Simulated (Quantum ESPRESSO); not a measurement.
TaS2:

```
Ta S
1.0
     3.35000    0.00000    0.00000
    -1.67500    2.90119    0.00000
     0.00000    0.00000    5.86000
Ta S
1 2
Direct
  0.00000 0.00000 0.00000
  0.33333 0.66667 0.25000
  0.66667 0.33333 0.75000
```

Program: Quantum ESPRESSO 7.5. Alike in all runs: task single point; potentials or basis PseudoDojo 0.4.1 SR LDA stringent; spin collinear, ferromagnetic start; Ta d U = 6 eV; cell as given; k mesh 7 × 7 × 3; cutoff (eV) 1796; smearing gaussian 0.05 eV.

Question: Order these runs on this cell by their pressure, lowest first.
A. level LDA+U; form of the LDA correlation PW92
B. level PBEsol+U
C. level revPBE+U

Answer: A (10.1 GPa), B (13.2 GPa), C (20.4 GPa).

Caveats: the potentials were made for another functional, which shifts forces and pressure (some runs); this functional lacks dispersion, which binds the layers, so the pressure and a relaxed spacing across them are unreliable (some runs).

Runs at the PBE level aren't shown here.
